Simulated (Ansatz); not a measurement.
## NiO: projected density of states with PBE+U

NiO:

```xyz
2
Lattice="0.0000 2.0859 2.0859 2.0859 0.0000 2.0859 2.0859 2.0859 0.0000" Properties=species:S:1:pos:R:3 pbc="T T T"
Ni    0.0000    0.0000    0.0000
O     2.0859    2.0859    2.0859
```

```json
{"Program": "Ansatz 0.2.0", "Task": "projected density of states", "Functional": "PBE", "Potentials or basis": "Ansatz PAW", "Cutoff": "420 eV (not typed: the program's choice for these potentials)", "k mesh": "11 × 11 × 11", "Occupations": "fermi-dirac, width 0.05 eV", "Spin": "collinear spin, ferromagnetic start", "Starting moments": "[1.0, 0.0] μB", "Hubbard terms": "Ni d U = 5 eV", "Hubbard projectors": "ortho-atomic (the default)", "Double counting": "fll (the default)"}
```

```json
{
 "Pressure": "13.2 GPa",
 "Band gap on the k mesh": "1.70 eV, indirect (least direct gap 2.43 eV)",
 "Net moment": "2.00 μB per cell",
 "Absolute moment": "2.01 μB per cell",
 "Site moments": "Ni +1.70; O +0.23 μB"
}
```

Levels at points of the mesh, in eV from the valence-band top:
Spin up:
```
           k point  band 9  band 10  band 11  band 12  band 13  band 14  band 15  band 16  band 17  band 18
(0.00, 0.00, 0.00)   -5.04    -5.04    -1.92    -1.92    -1.92     2.22    18.39    19.38    19.38    19.38
```
Spin down:
```tsv
k point	band 9	band 10	band 11	band 12	band 13	band 14
(0.00, 0.00, 0.00)	-1.51	-1.51	-1.51	1.70	1.70	2.59
```

States per cell in windows of 1 eV (zero at the valence-band top; states under -8 eV left out):
| from (eV) | up | down | Ni 3d down | Ni 3d up | O 2p up | O 2p down | Ni 4s up | Ni 4s down |
| --- | --- | --- | --- | --- | --- | --- | --- | --- |
| -8.0 | 0.77 | 0.10 | 0.03 | 0.42 | 0.29 | 0.05 | 0.06 | 0.02 |
| -7.0 | 1.78 | 0.49 | 0.17 | 1.22 | 0.52 | 0.26 | 0.02 | 0.05 |
| -6.0 | 0.45 | 0.81 | 0.37 | 0.40 | 0.05 | 0.39 | 0.00 | 0.02 |
| -5.0 | 2.00 | 0.79 | 0.57 | 1.91 | 0.05 | 0.20 | 0.00 | 0.01 |
| -4.0 | 0.92 | 1.35 | 0.85 | 0.51 | 0.33 | 0.48 | 0.05 | 0.01 |
| -3.0 | 0.69 | 1.86 | 1.09 | 0.20 | 0.44 | 0.72 | 0.02 | 0.04 |
| -2.0 | 0.78 | 0.59 | 0.20 | 0.16 | 0.59 | 0.38 | 0.01 | 0.00 |
| -1.0 | 0.60 | 0.00 | 0.00 | 0.13 | 0.46 | 0.00 | 0.00 | 0.00 |
| 0.0 | 0.01 | 0.00 | 0.00 | 0.00 | 0.00 | 0.00 | 0.00 | 0.00 |
| 1.0 | 0.00 | 0.03 | 0.03 | 0.00 | 0.00 | 0.00 | 0.00 | 0.00 |
| 2.0 | 0.00 | 1.00 | 0.88 | 0.00 | 0.00 | 0.06 | 0.00 | 0.02 |
| 3.0 | 0.02 | 0.89 | 0.67 | 0.00 | 0.00 | 0.17 | 0.01 | 0.02 |
| 4.0 | 0.04 | 0.12 | 0.07 | 0.00 | 0.01 | 0.03 | 0.02 | 0.01 |
| 5.0 | 0.08 | 0.05 | 0.00 | 0.00 | 0.02 | 0.01 | 0.04 | 0.03 |
| 6.0 | 0.19 | 0.13 | 0.01 | 0.00 | 0.03 | 0.03 | 0.10 | 0.06 |
| 7.0 | 0.32 | 0.27 | 0.01 | 0.00 | 0.04 | 0.04 | 0.18 | 0.14 |

Eigenvalues of the final occupation matrices:
```tsv
site	spin	trace	eigenvalues
site 1	1	4.99	1.00 1.00 1.00 1.00 1.00
site 1	2	3.28	0.15 0.15 1.00 1.00 1.00
```

It took 7.2 s on 2 threads of Arm Neoverse V2 (shared host), peak memory 0.48 GiB.

Caveat: the magnetic or orbital state may not be the lowest; odd divisions of the mesh miss points on the zone boundary, where band edges often lie, so the gap on the mesh can be too wide; the pressure holds a Pulay correction of +0.7 GPa for the finite cutoff; a cell with one magnetic atom can't hold antiferromagnetic order, which such compounds often take; the density of states is complete only up to the lowest level of the last band computed. The state reached can hang on the start; a lower one may exist.
